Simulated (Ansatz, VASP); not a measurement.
**Two plane-wave programs on Ni**

```
Ni
1.0
     0.00000    1.76510    1.76510
     1.76510    0.00000    1.76510
     1.76510    1.76510    0.00000
Ni
1
Direct
  0.00000 0.00000 0.00000
```

Change from the starting cell: parallel moments scaled by 0.1, free total moment.

Alike in both runs: task single point; functional PBE; k mesh 15 × 15 × 15; occupations fermi-dirac, width 0.1 eV; collinear spin.

|  | VASP | Ansatz |
| --- | --- | --- |
| version | VASP 6.6.1 | Ansatz 0.2.0 |
| potentials or method | VASP PAW PBE potentials, release 64 (Ni) | PAW, plane waves, scalar-relativistic |
| plane-wave cutoff (eV) | 520 | 420 |
| valence electrons in the cell | 10 | 18 |

VASP gave:

| Property | Result |
| --- | --- |
| pressure (GPa) | -1.6 |
| net moment per atom (μB) | 0.63 |
| size of the moment on the site where the two differ most (μB) | 0.64 |

Q: Which values does Ansatz return?

A: Pressure (GPa): -1.5; net moment per atom (μB): 0.64; size of the moment on the site where the two differ most (μB): 0.68.

Site moments also hang on the region over which each program counts them. The two sets of potentials don't hold the same shells in valence.
